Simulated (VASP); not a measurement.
The system is MoSe2.

```
Mo Se
1.0
     3.27088    0.00000    0.00000
    -1.63544    2.83266    0.00000
     0.00000    0.00000   13.13346
Mo Se
2 4
Direct
  0.66667 0.33333 0.75000
  0.33333 0.66667 0.25000
  0.33333 0.66667 0.87688
  0.66667 0.33333 0.37688
  0.33333 0.66667 0.62312
  0.66667 0.33333 0.12312
```

The cell is a database's computed one.

Base run:

| Quantity | Value |
| --- | --- |
| Program | VASP 6.6.1 |
| Functional | r2SCAN |
| Potentials or basis | VASP PAW PBE potentials, release 64 (Mo_sv, Se) |
| Cutoff | 520 eV |
| k mesh | 9 × 9 × 2 |
| Occupations | gaussian, width 0.02 eV |
| Spin | no spin polarisation |

Its results: band gap on the k mesh 1.14 eV, indirect (least direct gap 1.60 eV); pressure 3.4 GPa; largest force 0.044 eV/Å.

Question: The run is repeated on the same cell with these changes: functional from r2SCAN to PBEsol. What comes out?

Answer: Band gap on the k mesh 0.99 eV, indirect (least direct gap 1.49 eV); pressure 0.0 GPa; largest force 0.004 eV/Å.

r2SCAN gives the wider gap, since meta-GGAs in the generalised Kohn-Sham scheme recover part of the derivative discontinuity.

Caveats: the PAW data sets were made with another functional, which shifts forces and pressure a little; the mesh misses the band edges, which the band path finds closer together; this functional lacks dispersion, which binds the layers, so the pressure and a relaxed spacing across them are unreliable (some runs).
